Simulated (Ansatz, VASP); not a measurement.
## AgCl: VASP beside Ansatz

Aim: how closely do two programs agree when they are given the same cell, functional and k mesh? The cell is taken from a series of VASP runs on this material, whose earlier steps may have relaxed, scaled or displaced it; both programs get it as it stands.

Program: Ansatz 0.2.0. Level of theory: plane waves, with VASP 6.6.1 beside it; band structure at HSE06, spin-orbit coupling. Results are calculated unless marked as measured.

## (1) Starting point

The structure is cubic, space group Fm-3m (No. 225). The conventional cell has a = 5.545 Å, b = 5.545 Å, c = 5.545 Å, α = 90.00°, β = 90.00°, γ = 90.00°. Nearest to Ag lie 6 Cl at 2.77 Å. Nearest to Cl lie 6 Ag at 2.77 Å. Farther neighbours and most contacts between anions are not listed.

## (2) VASP: band structure, HSE06, spin-orbit coupling

The same path points are solved in both programs, so levels can be compared one by one.

Lines of VASP's logs that name or quote its potential files are left out, and so is its time.

The run reads the wave functions of an earlier VASP run, which isn't shown here.

The input, INCAR:

```
SYSTEM = AgCl
PREC = Accurate
ENCUT = 350
EDIFF = 1E-06
NELM = 100
ISMEAR = 0
SIGMA = 0.03
LREAL = .FALSE.
ALGO = Normal
LHFCALC = .TRUE.
AEXX = 0.25
GGA = PE
HFSCREEN = 0.2
LASPH = .TRUE.
LNONCOLLINEAR = .TRUE.
MAGMOM = 0 0 0 0 0 0
NBANDS = 30
GGA_COMPAT = .FALSE.
LSORBIT = .TRUE.
LMAXMIX = 4
PRECFOCK = Fast
LORBIT = 11
LWAVE = .FALSE.
LCHARG = .FALSE.
KPAR = 4
```

The input, POSCAR:

```
AgCl
1.0
    0.0000000000      2.7726629968      2.7726629968
    2.7726629968      0.0000000000      2.7726629968
    2.7726629968      2.7726629968      0.0000000000
Ag Cl
1 1
Direct
    0.0000000000      0.0000000000      0.0000000000
    0.5000000000      0.5000000000      0.5000000000
```

The input, KPOINTS:

```
Automatic mesh
0
Gamma
4 4 4
0 0 0
```

The input, KPOINTS_OPT:

```
Line mode
10
Line-mode
Reciprocal
  0.00000000   0.00000000   0.00000000 GAMMA
  0.50000000   0.00000000   0.50000000 X

  0.50000000   0.00000000   0.50000000 X
  0.50000000   0.25000000   0.75000000 W

  0.50000000   0.25000000   0.75000000 W
  0.37500000   0.37500000   0.75000000 K

  0.37500000   0.37500000   0.75000000 K
  0.00000000   0.00000000   0.00000000 GAMMA

  0.00000000   0.00000000   0.00000000 GAMMA
  0.50000000   0.50000000   0.50000000 L

  0.50000000   0.50000000   0.50000000 L
  0.62500000   0.25000000   0.62500000 U

  0.62500000   0.25000000   0.62500000 U
  0.50000000   0.25000000   0.75000000 W

  0.50000000   0.25000000   0.75000000 W
  0.50000000   0.50000000   0.50000000 L

  0.50000000   0.50000000   0.50000000 L
  0.37500000   0.37500000   0.75000000 K

  0.62500000   0.25000000   0.62500000 U
  0.50000000   0.00000000   0.50000000 X
```

The projector-augmented-wave data sets are Ag and Cl (PBE family, release 64).

Launch:

```sh
> mpirun -np 4 vasp_ncl
```

Numbers of over 12 decimals in the logs are rounded to 6 here.

What it wrote:

```text
[banner, memory and clock lines left out]
running    4 mpi-ranks, on    1 nodes
 distrk:  each k-point on    1 cores,    4 groups
 distr:  one band on    1 cores,    1 groups

 POSCAR found type information on POSCAR AgCl
 POSCAR found :  2 types and       2 ions
 LDA part: xc-table for (Slater+PW92), standard interpolation
 found WAVECAR, reading the header
 POSCAR, INCAR and KPOINTS ok, starting setup
 FFT: planning ... GRIDC
 FFT: planning ... GRID_SOFT
 FFT: planning ... GRID
 reading WAVECAR
 the WAVECAR file was read successfully
 initial charge from wavefunction
 entering main loop
       N       E                     dE             d eps       ncg     rms          rms(c)
DAV:   1    -0.670584553297E+01   -0.67058E+01   -0.11408E+00   492   0.117E+01    0.280E+00
DAV:   2    -0.667137715294E+01    0.34468E-01   -0.15805E-01   522   0.493E+00    0.171E+00
DAV:   3    -0.666373147709E+01    0.76457E-02   -0.32325E-02   522   0.196E+00    0.105E+00
DAV:   4    -0.666358183915E+01    0.14964E-03   -0.25072E-03   516   0.413E-01    0.644E-01
DAV:   5    -0.666351044187E+01    0.71397E-04   -0.23245E-04   540   0.137E-01    0.388E-01
DAV:   6    -0.666347328048E+01    0.37161E-04   -0.25280E-05   540   0.441E-02    0.234E-01
DAV:   7    -0.666345751830E+01    0.15762E-04   -0.67459E-06   536   0.228E-02    0.137E-01
DAV:   8    -0.666345329031E+01    0.42280E-05   -0.36520E-06   530   0.168E-02    0.788E-02
DAV:   9    -0.666345217282E+01    0.11175E-05   -0.12706E-06   470   0.102E-02    0.457E-02
DAV:  10    -0.666345195200E+01    0.22083E-06   -0.51805E-07   390   0.691E-03
   1 F= -.66634520E+01 E0= -.66634520E+01  d E =-.304736E-15  mag=     0.0000     0.0000     0.0000
 Start KPOINTS_OPT (optional k-point list driver)
k-point batch [1-8\100]
       N       E                     dE             ncg
DAV:   1     0.770085393233E+03   -0.40396E+03      488
DAV:   2    -0.148269794796E+03   -0.91836E+03      530
DAV:   3    -0.205398348981E+03   -0.57129E+02      554
DAV:   4    -0.206412997751E+03   -0.10146E+01      588
DAV:   5    -0.206422675576E+03   -0.96778E-02      568
DAV:   6    -0.206422792554E+03   -0.11698E-03      566
DAV:   7    -0.206422794397E+03   -0.18435E-05      494
DAV:   8    -0.206422794446E+03   -0.49213E-07      406
[...]
k-point batch [97-100\100]
       N       E                     dE             ncg
DAV:   1     0.253981675635E+04   -0.17304E+04      240
DAV:   2     0.209081275528E+04   -0.44900E+03      270
DAV:   3     0.206562820679E+04   -0.25185E+02      290
DAV:   4     0.206521608849E+04   -0.41212E+00      284
DAV:   5     0.206521178270E+04   -0.43058E-02      300
DAV:   6     0.206521172440E+04   -0.58308E-04      272
DAV:   7     0.206521172337E+04   -0.10257E-05      264
DAV:   8     0.206521172334E+04   -0.28819E-07      208
```

From OUTCAR (step 2):

```text
ion  position               nearest neighbor table
   1  0.000  0.000  0.000-   2 2.77   2 2.77   2 2.77   2 2.77   2 2.77   2 2.77
   2  0.500  0.500  0.500-   1 2.77   1 2.77   1 2.77   1 2.77   1 2.77   1 2.77

  LATTYP: Found a face centered cubic cell.
 ALAT       =     5.5453259936

 Subroutine GETGRP returns: Found 48 space group operations
 (whereof 48 operations were pure point group operations)

The static configuration has the point symmetry O_h .

 Found      8 irreducible k-points:

   k-points           NKPTS =      8   k-points in BZ     NKDIM =     64   number of bands    NBANDS=     30

   dimension x,y,z NGX =    24 NGY =   24 NGZ =   24
   dimension x,y,z NGXF=    48 NGYF=   48 NGZF=   48

   ENCUT  =  350.0 eV  25.72 Ry    5.07 a.u.   5.98  5.98  5.98*2*pi/ulx,y,z

   NELECT =      18.0000    total number of electrons

 k-points in reciprocal lattice and weights: Automatic mesh
   0.00000000  0.00000000  0.00000000       0.016
   0.25000000  0.00000000  0.00000000       0.125
   0.50000000  0.00000000  0.00000000       0.062
   0.25000000  0.25000000  0.00000000       0.094
   0.50000000  0.25000000  0.00000000       0.375
  -0.25000000  0.25000000  0.00000000       0.188
   0.50000000  0.50000000  0.00000000       0.047
  -0.25000000  0.50000000  0.25000000       0.094

  exchange ACFDT corr.  =         0.00000000  see jH, gK, PRB 81, 115126

 average (electrostatic) potential at core
       1 -66.7956       2 -87.5528

 E-fermi :   2.9843

 k-point     1 :       0.0000    0.0000    0.0000
  band No.  band energies     occupation
    ...
     14       0.4428      1.00000
     15       0.6015      1.00000
     16       0.6015      1.00000
     17       0.6015      1.00000
     18       0.6015      1.00000
     19       5.2022      0.00000
     20       5.2022      0.00000
     21      15.2356      0.00000
     22      15.2356      0.00000
     23      15.2356      0.00000
    ...

 k-point     2 :       0.2500    0.0000    0.0000
  band No.  band energies     occupation
    ...
     14       0.6158      1.00000
     15       1.9598      1.00000
     16       1.9598      1.00000
     17       1.9829      1.00000
     18       1.9829      1.00000
     19       7.2469      0.00000
     20       7.2469      0.00000
     21      12.2182      0.00000
     22      12.2182      0.00000
     23      13.5667      0.00000
    ...

 k-point     3 :       0.5000    0.0000    0.0000
  band No.  band energies     occupation
    ...
     14       0.8278      1.00000
     15       2.7887      1.00000
     16       2.7887      1.00000
     17       2.8231      1.00000
     18       2.8231      1.00000
     19       8.4315      0.00000
     20       8.4315      0.00000
     21      11.2741      0.00000
     22      11.2741      0.00000
     23      11.9784      0.00000
    ...

  energy-cutoff  :      350.00
  volume of cell :       42.63
      direct lattice vectors                 reciprocal lattice vectors
     0.000000000  2.772662997  2.772662997    -0.180332049  0.180332049  0.180332049
     2.772662997  0.000000000  2.772662997     0.180332049 -0.180332049  0.180332049
     2.772662997  2.772662997  0.000000000     0.180332049  0.180332049 -0.180332049

 POSITION                                       TOTAL-FORCE (eV/Angst)
 -----------------------------------------------------------------------------------
      0.00000      0.00000      0.00000         0.000000     -0.000000     -0.000000
      2.77266      2.77266      2.77266        -0.000000      0.000000      0.000000
 -----------------------------------------------------------------------------------
    total drift:                               -0.000002     -0.000002     -0.000003

  FREE ENERGIE OF THE ION-ELECTRON SYSTEM (eV)
  ---------------------------------------------------
  free  energy   TOTEN  =        -6.6634519520 eV

  energy  without entropy=       -6.6634519520  energy(sigma->0) =       -6.66345195

 Spin-Orbit-Coupling matrix elements
 Ion:    1  E_soc:     -0.0354710
 Ion:    2  E_soc:     -0.0032861

 total charge
# of ion       s       p       d       tot
------------------------------------------
    1        0.176   0.131   9.436   9.743
    2        1.592   3.514   0.000   5.106
--------------------------------------------------
tot          1.768   3.645   9.436  14.849

 magnetization (x)
# of ion       s       p       d       tot
------------------------------------------
    1        0.000   0.000   0.000   0.000
    2       -0.000   0.000   0.000  -0.000
--------------------------------------------------
tot         -0.000   0.000   0.000  -0.000

 magnetization (y)
# of ion       s       p       d       tot
------------------------------------------
    1        0.000  -0.000   0.000  -0.000
    2       -0.000  -0.000   0.000  -0.000
--------------------------------------------------
tot         -0.000  -0.000   0.000  -0.000

 magnetization (z)
# of ion       s       p       d       tot
------------------------------------------
    1        0.000  -0.000   0.000  -0.000
    2        0.000  -0.000   0.000  -0.000
--------------------------------------------------
tot          0.000  -0.000   0.000  -0.000

[... 3 further parts left out ...]
```

(Part 1 of 2 ends here.)

[Lines on the potential files, build, host, timing and source positions are cut from VASP's logs without a mark.]

[Logs are printed without paths, hosts, clocks, repeated set-up lines and the standing remarks that a program may print on its own settings, such as how far it seeks lower states.]

[Hosts, paths, dates, database ids (printed as entryN), source tags and the programs' standing remarks are cut or masked in the printed files.]
